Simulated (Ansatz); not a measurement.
# Tc (P6_3/mmc) in Ansatz: notebook

One crystal, Tc, is run at these levels: PBEsol, LDA; tasks: band structure.

Program: Ansatz 0.2.0. These are calculated values, not measurements. Logs are shortened: lines on timing, memory, paths and dates and some standing lists are left out, and cuts for length are marked.

**1. The structure**

It takes space group P6_3/mmc (No. 194, hexagonal). Conventional cell: a = 2.739 Å, b = 2.739 Å, c = 8.770 Å, α = 90.00°, β = 90.00°, γ = 120.00°. Around Tc (site symmetry -6m2) lie 12 Tc at 2.70 to 2.74 Å. Tc (site symmetry -3m) is surrounded by 12 Tc at 2.70 to 2.74 Å.

**2. Band structure, PBEsol**

input.yaml

```yaml
crystal:
  lattice:
    - [2.7393552909, 0.0, 0.0]
    - [-1.3696776454, 2.3723512719, 0.0]
    - [0.0, 0.0, 8.76968444]
  atoms:
    - { symbol: Tc, position: [0.6666666667, 0.3333333333, 0.75] }
    - { symbol: Tc, position: [0.0, 0.0, 0.5] }
    - { symbol: Tc, position: [0.3333333333, 0.6666666667, 0.25] }
    - { symbol: Tc, position: [0.0, 0.0, 0.0] }
kpoints:
  mp_grid: { grid: [11, 11, 3] }
  band_path:
    path:
      - [0.0, 0.0, 0.0]
      - [0.5, 0.0, 0.0]
      - [0.3333333333, 0.3333333333, 0.0]
      - [0.0, 0.0, 0.0]
      - [0.0, 0.0, 0.5]
      - [0.5, 0.0, 0.5]
      - [0.3333333333, 0.3333333333, 0.5]
      - [0.0, 0.0, 0.5]
    npoints: 12
scf:
  occupations: { method: fermi_dirac, width: 0.05 }
hamiltonian:
  xc: pbesol
  pseudopotentials: { kind: all_electron, lapw: { basis_error: 0.002 } }
output:
  forces: true
  stress: true
  eigenvalues: true
```

Potentials or basis: all-electron LAPW, scalar-relativistic.

On the command line:

```
$ ansatz run input.yaml --threads 2 --pin off --max-ram 8192MiB --backend cpu --events-out ev --progress --plain --runs-dir out
```

The program printed:

```text
Warning: RAYON_NUM_THREADS=2 ignored (pool sized by the plan → 2); use --threads N
LAPW: plane waves up to 7.990 Å⁻¹, error target 2.0e-3 eV per atom; small_component_spin mean_spin; Tc in spheres of 1.352 Å, 25 of its electrons in bands, Dirac shells [] (how accurate: hamiltonian.pseudopotentials.lapw.basis_error, Limitations)
Engine: ansatz 0.2.0, x86_64-unknown-linux-gnu
Pseudopotentials: kind: all_electron
Pseudopotential: Tc, LAPW, valence charge 25, lapw/all_electron/scalar/gaussian/Tc, Koelling and Harmon's equation, gaussian nucleus
Functional definition: PBEsol
  exchange = pbesol_x
  correlation = pbesol_c
Crystal: 4 atoms, lattice volume = 56.992 Å³
Basis set: ecut = 243.23914426034742 eV, 515 PW (Γ), exchange–correlation at level 2
Bands: 60, of which v1, the nominal top of the filled ones, is band 50 counted from 1 (49 counted from 0)
Symmetry: 24 space group operations
Space group: P63/mmc (ITA 194), of the structure as read, at distance tolerance 3.8e-5 Å
k-points: 32 of 363
Non-local potential: Tc, projectors of the file, none
Initial density: superposition of atomic densities (chi_scale 0.1, normalization cell)
Initial wavefunctions: plane waves of lowest kinetic energy (no species holds an atomic orbital)
Functional: x = pbesol(κ = 0.804, μ = 0.12345679012345678), c = pbesol(β = 0.046)
iter 1 solved again at ethr=1.58e-4 eV; its pass at ethr=1.00e-1 eV (dr2=1.58e-1 eV) is discarded
SCF iter   1: F=—  HF=-466264.870407 eV  |F-HF|=—  |Δ(HF+E_count)|=         —  Δρ=2.42e-2  dr2=1.59e-1  ethr=1.58e-4  ⟨swp⟩=3.0  Hψ=12809  notcnv=0
preconditioner: auto → Kerker (q_TF=auto, 2.996 Å⁻¹)  [metal: Δε(μ)=0.073 eV  Ē_g=6.123 eV  σ=0.050 eV  W_gap=0.32  n_scr=26 (ndim 8)  ℏωp=26.0 eV  f_vac=0.000  D(μ)=2.08/eV (n_scr^D=6)]
SCF iter   2: F=—  HF=-466264.193431 eV  |F-HF|=—  |Δ(HF+E_count)|=   6.77e-1  Δρ=9.49e-3  dr2=5.40e-2  ethr=1.58e-4  ⟨swp⟩=2.8  Hψ=6045  notcnv=0
SCF iter   3: F=—  HF=-466264.185975 eV  |F-HF|=—  |Δ(HF+E_count)|=   7.46e-3  Δρ=8.53e-3  dr2=6.41e-2  ethr=5.40e-5  ⟨swp⟩=2.0  Hψ=5728  notcnv=0
SCF iter   4: F=—  HF=-466264.177429 eV  |F-HF|=—  |Δ(HF+E_count)|=   8.55e-3  Δρ=5.64e-3  dr2=2.29e-2  ethr=5.40e-5  ⟨swp⟩=2.0  Hψ=5724  notcnv=0
SCF iter   5: F=—  HF=-466264.175148 eV  |F-HF|=—  |Δ(HF+E_count)|=   2.28e-3  Δρ=3.56e-3  dr2=8.14e-3  ethr=2.29e-5  ⟨swp⟩=2.0  Hψ=5599  notcnv=0
iter 6 solved again at ethr=8.03e-7 eV; its pass at ethr=8.14e-6 eV (dr2=8.03e-4 eV) is discarded
SCF iter   6: F=—  HF=-466264.173861 eV  |F-HF|=—  |Δ(HF+E_count)|=   1.29e-3  Δρ=1.15e-3  dr2=8.03e-4  ethr=8.03e-7  ⟨swp⟩=2.0  Hψ=9585  notcnv=0
SCF iter   7: F=—  HF=-466264.173739 eV  |F-HF|=—  |Δ(HF+E_count)|=   1.22e-4  Δρ=1.95e-4  dr2=2.12e-5  ethr=8.03e-7  ⟨swp⟩=2.0  Hψ=5726  notcnv=0
SCF iter   8: F=—  HF=-466264.173736 eV  |F-HF|=—  |Δ(HF+E_count)|=   2.55e-6  Δρ=3.83e-5  dr2=1.15e-6  ethr=2.12e-8  ⟨swp⟩=2.0  Hψ=5726  notcnv=0
SCF iter   9: F=-466264.173736 eV  HF=-466264.173736 eV  |F-HF|=8.27e-8  |Δ(HF+E_count)|=   4.25e-8  Δρ=8.56e-6  dr2=8.85e-8  ethr=1.15e-9  ⟨swp⟩=2.0  Hψ=5726  notcnv=0
SCF 1 converged in 9 iterations: F = -466264.173736 eV  dr2 = 8.85e-8
NSCF: frozen V_eff on 85 k-points
SCF converged after 9 iterations
Free energy (F): -466264.173736 eV
Harris-Foulkes:  -466264.173736 eV  (|F-HF|=8.27e-8)
Internal energy: -466264.148665 eV  (E = F + TS)
E sigma→0 (E₀):  -466264.161200 eV
Entropy (-TS):   -0.025071 eV (-6.268 meV/atom)
Fermi energy:    24.742530 eV
--- Per-component energies (eV) ---
  E_band       = -8783.405988
  E_kinetic    = 483970.376589
  E_xc         = -13774.941912
  E_electrostatic = -936459.583342  (all electrons and nuclei)
  E_smearing   = -0.025071  (= −TS)
  E_closure    = 0.000000  (closes the sum)
  E_atoms      = -466215.493049  (free atoms, spherical and without spin; not in F)
  Σ components = -466264.173736   (vs F -466264.173736, Δ=0.00e0)
  Basis errors (estimates in eV, not in F): energy 4.3e-4 per atom: plane waves 3.8e-4 (1.9e-4 summed), levels above the bands 7.5e-82, relativity 2.1e-8, radial functions 5.0e-5, core shells 2.1e-6; eigenvalues (radial functions only) 1.4e-6; not estimated: angular momenta, meshes, grids; target (lapw.basis_error) 2.0e-3; muffin-tin radii Tc 1.352 Å
--- Forces (eV/Å), atoms counted from 1 ---
  atom   1  Tc     0.00000000    -0.00000000    -0.00000000
  atom   2  Tc    -0.00000000    -0.00000000     0.00000000
  atom   3  Tc    -0.00000000     0.00000000     0.00000000
  atom   4  Tc    -0.00000000    -0.00000000    -0.00000000
  max |Σ_I F_I| component: 2.31e-18 eV/Å
--- Stress (GPa, compression-positive) ---
       -5.847382       0.000000       0.000000
        0.000000      -5.847382      -0.000000
        0.000000      -0.000000      -4.098227
  P = ⅓ Tr σ = -5.2643 GPa (-52.643 kbar)
--- Band table (eV; the first three rows and the last of 32) ---
  k-point 0: bands = ["-218.2920", "-218.2920", "-218.2920", "-218.2920", "-218.2869", "-218.2869", "-218.2729", "-218.2729", "-218.2729", "-218.2729", "-218.2225", "-218.2225", "-218.2225", "-218.2225", "-218.2087", "-218.2087", "-218.2066", "-218.2066", "-218.2066", "-218.2066", "-42.0458", "-41.9442", "-41.8969", "-41.7927", "-14.7100", "-14.0910", "-13.9990", "-13.5694", "-13.5694", "-13.4818", "-13.4818", "-13.4658", "-13.4658", "-13.3767", "-13.3767", "-13.3402", "17.3085", "19.2208", "19.2244", "19.2607", "22.7220", "22.8041", "22.8483", "22.8483", "22.8757", "22.8757", "23.2312", "23.4794", "23.4794", "23.5946", "23.5946", "25.0216", "25.0216", "25.7434", "25.7434", "26.3526", "26.6137", "26.6137", "27.6356", "27.6356"]
  k-point 1: bands = ["-218.2920", "-218.2920", "-218.2920", "-218.2920", "-218.2869", "-218.2869", "-218.2729", "-218.2729", "-218.2729", "-218.2729", "-218.2225", "-218.2225", "-218.2225", "-218.2225", "-218.2087", "-218.2087", "-218.2066", "-218.2066", "-218.2066", "-218.2066", "-42.0298", "-41.9867", "-41.8537", "-41.8093", "-14.6234", "-14.3843", "-13.6958", "-13.5568", "-13.5568", "-13.5223", "-13.5223", "-13.4368", "-13.4249", "-13.4249", "-13.3897", "-13.3897", "17.6135", "18.4137", "19.3067", "19.4551", "22.7000", "22.9499", "22.9499", "22.9900", "22.9900", "23.0515", "23.3096", "23.3096", "23.3971", "23.3971", "23.8815", "25.2749", "25.2749", "25.5085", "25.6461", "25.6461", "26.8506", "26.8506", "27.3750", "27.3750"]
  k-point 2: bands = ["-218.2920", "-218.2920", "-218.2920", "-218.2920", "-218.2869", "-218.2869", "-218.2729", "-218.2729", "-218.2729", "-218.2729", "-218.2225", "-218.2225", "-218.2225", "-218.2225", "-218.2087", "-218.2087", "-218.2066", "-218.2066", "-218.2066", "-218.2066", "-42.0304", "-41.9331", "-41.8857", "-41.7859", "-14.6760", "-14.1020", "-14.0154", "-13.6447", "-13.5945", "-13.5331", "-13.5205", "-13.4997", "-13.4838", "-13.4542", "-13.3874", "-13.3546", "17.6174", "19.4770", "19.5120", "19.5449", "22.1766", "22.4845", "22.6280", "22.6831", "22.9819", "23.0615", "23.0823", "23.6552", "23.7372", "23.7878", "23.8301", "24.4903", "24.7238", "25.3130", "25.8963", "26.2335", "26.5704", "26.7558", "27.6860", "29.1432"]
  k-point 31: bands = ["-218.2920", "-218.2920", "-218.2920", "-218.2920", "-218.2869", "-218.2869", "-218.2729", "-218.2729", "-218.2729", "-218.2729", "-218.2225", "-218.2225", "-218.2225", "-218.2225", "-218.2087", "-218.2087", "-218.2066", "-218.2066", "-218.2065", "-218.2065", "-41.7888", "-41.7873", "-41.7372", "-41.7358", "-14.4207", "-14.4164", "-14.3461", "-14.2882", "-14.1511", "-14.1252", "-14.0520", "-13.9665", "-13.7715", "-13.7158", "-13.6705", "-13.5987", "20.1189", "20.2290", "20.9138", "20.9204", "21.1107", "21.3276", "21.5443", "21.7644", "22.6559", "22.8155", "22.9276", "23.2721", "24.4959", "24.6599", "25.6054", "25.8595", "27.0707", "27.2994", "27.4880", "27.6603", "32.2302", "32.4672", "33.2939", "33.3501"]
```

Run time: 68 s. Hardware: 2 threads of Intel Xeon at 2.50GHz (Skylake/Cascade Lake), shared host; peak memory 0.49 GiB.

Results:

```
Free energy             : -466264.1737 eV
Pressure                : -5.3 GPa
Band gap along the path : none (metal or under the smearing width)
```

Levels at the corners of the path, in eV from the Fermi level:
```csv
point,band 46,band 47,band 48,band 49,band 50,band 51,band 52,band 53,band 54,band 55
Γ,-1.87,-1.51,-1.26,-1.26,-1.15,-1.15,0.28,0.28,1.00,1.00
M,-1.49,-0.61,0.07,0.08,2.03,2.92,2.96,3.07,3.11,3.13
K,-1.85,-1.85,-1.83,-0.12,-0.12,1.26,1.26,2.30,2.40,2.40
Γ,-1.87,-1.51,-1.26,-1.26,-1.15,-1.15,0.28,0.28,1.00,1.00
A,-1.71,-1.47,-1.47,-1.47,-1.47,-0.04,-0.04,0.74,0.74,0.74
L,-1.46,-0.07,-0.07,0.61,0.61,2.09,2.09,2.97,2.97,3.32
H,-1.92,-1.90,-1.90,-0.10,-0.10,0.82,0.82,2.47,2.47,2.78
A,-1.71,-1.47,-1.47,-1.47,-1.47,-0.04,-0.04,0.74,0.74,0.74
```

**3. Band structure, LDA**

Changes to input.yaml since step 2:

```diff
@@ -26,3 +26,3 @@
 hamiltonian:
-  xc: pbesol
+  xc: lda
   pseudopotentials: { kind: all_electron, lapw: { basis_error: 0.002 } }
```

Potentials or basis: all-electron LAPW, scalar-relativistic.

On the command line:

```
$ ansatz run input.yaml --threads 2 --pin off --max-ram 8192MiB --backend cpu --events-out ev --progress --plain --runs-dir out
```

Wall time 63 s (2 threads of Intel Xeon at 2.50GHz (Skylake/Cascade Lake), shared host); peak memory 0.48 GiB.

The run converged. Its results:

| Item | Value |
| --- | --- |
| Free energy | -466039.0767 eV |
| Pressure | -10.6 GPa |
| Band gap along the path | none (metal or under the smearing width) |

Stress tensor (GPa, compression positive):
```
-11.06   0.00   0.00
  0.00 -11.06   0.00
  0.00   0.00  -9.68
```

Levels at the corners of the path, in eV from the Fermi level:
```tsv
point	band 46	band 47	band 48	band 49	band 50	band 51	band 52	band 53	band 54	band 55
Γ	-1.87	-1.52	-1.27	-1.27	-1.15	-1.15	0.27	0.27	0.99	0.99
M	-1.47	-0.60	0.06	0.07	2.08	2.92	2.96	3.11	3.11	3.13
K	-1.84	-1.84	-1.81	-0.12	-0.12	1.26	1.26	2.29	2.40	2.40
Γ	-1.87	-1.52	-1.27	-1.27	-1.15	-1.15	0.27	0.27	0.99	0.99
A	-1.72	-1.48	-1.48	-1.48	-1.48	0.00	0.00	0.73	0.73	0.73
L	-1.47	-0.04	-0.04	0.63	0.63	2.08	2.08	2.97	2.97	3.32
H	-1.91	-1.89	-1.89	-0.10	-0.10	0.81	0.81	2.47	2.47	2.78
A	-1.72	-1.48	-1.48	-1.48	-1.48	0.00	0.00	0.73	0.73	0.73
```
